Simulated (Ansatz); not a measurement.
**TiAl: an energy map of one atom**

The task, for TiAl: map the energy of atom 1 (Ti) over a plane.

Computed with Ansatz 0.2.0 (DFT PBE, scalar-relativistic, plane waves, PAW, unless a step's input says otherwise).

## Step 1: The starting structure

It takes space group P4/mmm (No. 123, tetragonal). Conventional cell: a = 2.837 Å, b = 2.837 Å, c = 4.059 Å, α = 90.00°, β = 90.00°, γ = 90.00°. Ti (site symmetry 4/mmm) is surrounded by 4 Ti at 2.84 Å and 8 Al at 2.85 Å. Al (site symmetry 4/mmm) has 4 Al at 2.84 Å and 8 Ti at 2.85 Å in its first shell of neighbours.

Coordinates:

```cif
data_structure
_symmetry_space_group_name_H-M 'P 1'
_symmetry_Int_Tables_number 1
_cell_length_a 2.8373
_cell_length_b 2.8373
_cell_length_c 4.0591
_cell_angle_alpha 90.000
_cell_angle_beta 90.000
_cell_angle_gamma 90.000
_cell_volume 32.68
loop_
_atom_site_label
_atom_site_type_symbol
_atom_site_fract_x
_atom_site_fract_y
_atom_site_fract_z
_atom_site_occupancy
Ti1 Ti 0.00000 0.00000 0.00000 1
Al1 Al 0.50000 0.50000 0.50000 1
```

The cell is taken as given, not relaxed at this level.

## Step 2: The reference cell

The reference gives a free energy of -3037.9900 eV, pressure -0.70 GPa, largest force 0.000 eV/Å and gap on the mesh none (metal). It was computed beforehand with the settings of the runs below.

## Step 3: Next: an energy map of one atom

Atom 1 (Ti) is moved by p along (1.000, 0.000, 0.000) and q along (0.000, 0.000, 1.000) (Å), all else fixed; its images in the other cells move with it. Points alike by symmetry are run once.

## Step 4: At p = -0.200, q = -0.200

Contents of input.yaml:

```yaml
crystal:
  lattice:
    - [2.8373, 0.0, 0.0]
    - [0.0, 2.8373, 0.0]
    - [0.0, 0.0, 4.0591]
  atoms:
    - { symbol: Ti, position: [-0.0704895499, 0.0, -0.0492720061] }
    - { symbol: Al, position: [0.5, 0.5, 0.5] }
basis:
  ecutwfc: 420
kpoints:
  mp_grid: { grid: [16, 16, 12] }
hamiltonian:
  xc: pbe
scf:
  occupations: { method: gaussian, width: 0.15 }
output:
  forces: true
  stress: true
  eigenvalues: true
  write_density: true
  write_potential: true
  elf: true
  volumetric_format: npy
```

Command:

```
$ ansatz run input.yaml --threads 1 --pin off --max-ram 2560MiB --backend cpu --events-out ev --progress --plain --runs-dir out
```

## Step 5: At p = -0.200, q = 0.000

Edit input.yaml of step 4 so:

```diff
@@ -6,3 +6,3 @@
   atoms:
-    - { symbol: Ti, position: [-0.0704895499, 0.0, -0.0492720061] }
+    - { symbol: Ti, position: [-0.0704895499, 0.0, 0.0] }
     - { symbol: Al, position: [0.5, 0.5, 0.5] }
@@ -20,5 +20 @@
   eigenvalues: true
-  write_density: true
-  write_potential: true
-  elf: true
-  volumetric_format: npy
```

## Step 6: Point p = 0.000, q = -0.200

Edit input.yaml of step 5 so:

```diff
@@ -6,3 +6,3 @@
   atoms:
-    - { symbol: Ti, position: [-0.0704895499, 0.0, 0.0] }
+    - { symbol: Ti, position: [0.0, 0.0, -0.0492720061] }
     - { symbol: Al, position: [0.5, 0.5, 0.5] }
```

## Step 7: p = -0.200, q = -0.100

Edit input.yaml of step 6 so:

```diff
@@ -6,3 +6,3 @@
   atoms:
-    - { symbol: Ti, position: [0.0, 0.0, -0.0492720061] }
+    - { symbol: Ti, position: [-0.0704895499, 0.0, -0.0246360031] }
     - { symbol: Al, position: [0.5, 0.5, 0.5] }
```

## Step 8: At p = -0.100, q = -0.200

Edit input.yaml of step 7 so:

```diff
@@ -6,3 +6,3 @@
   atoms:
-    - { symbol: Ti, position: [-0.0704895499, 0.0, -0.0246360031] }
+    - { symbol: Ti, position: [-0.035244775, 0.0, -0.0492720061] }
     - { symbol: Al, position: [0.5, 0.5, 0.5] }
```

## Step 9: Point p = -0.100, q = 0.000

Edit input.yaml of step 8 so:

```diff
@@ -6,3 +6,3 @@
   atoms:
-    - { symbol: Ti, position: [-0.035244775, 0.0, -0.0492720061] }
+    - { symbol: Ti, position: [-0.035244775, 0.0, 0.0] }
     - { symbol: Al, position: [0.5, 0.5, 0.5] }
@@ -20 +20,5 @@
   eigenvalues: true
+  write_density: true
+  write_potential: true
+  elf: true
+  volumetric_format: npy
```

## Step 10: At p = 0.000, q = -0.100

Edit input.yaml of step 9 so:

```diff
@@ -6,3 +6,3 @@
   atoms:
-    - { symbol: Ti, position: [-0.035244775, 0.0, 0.0] }
+    - { symbol: Ti, position: [0.0, 0.0, -0.0246360031] }
     - { symbol: Al, position: [0.5, 0.5, 0.5] }
@@ -20,5 +20 @@
   eigenvalues: true
-  write_density: true
-  write_potential: true
-  elf: true
-  volumetric_format: npy
```

## Step 11: p = -0.100, q = -0.100

Edit input.yaml of step 10 so:

```diff
@@ -6,3 +6,3 @@
   atoms:
-    - { symbol: Ti, position: [0.0, 0.0, -0.0246360031] }
+    - { symbol: Ti, position: [-0.035244775, 0.0, -0.0246360031] }
     - { symbol: Al, position: [0.5, 0.5, 0.5] }
```

(Steps that only read results are left out.)

Q: Predict the outcome of this session. Wanted: highest point; lowest point away from the origin.

As calculated:

| quantity | value |
| --- | --- |
| highest point | 0.211 eV/cell at (p, q) = (-0.200, -0.200) |
| lowest point away from the origin | 0.022 eV/cell at (-0.100, 0.000) |

In words: No computed point lies below the origin. Read as harmonic, the points at ±0.100 Å give force constants of 4.34 eV/Å² along p and 5.72 eV/Å² along q: the atom moves more easily along p.
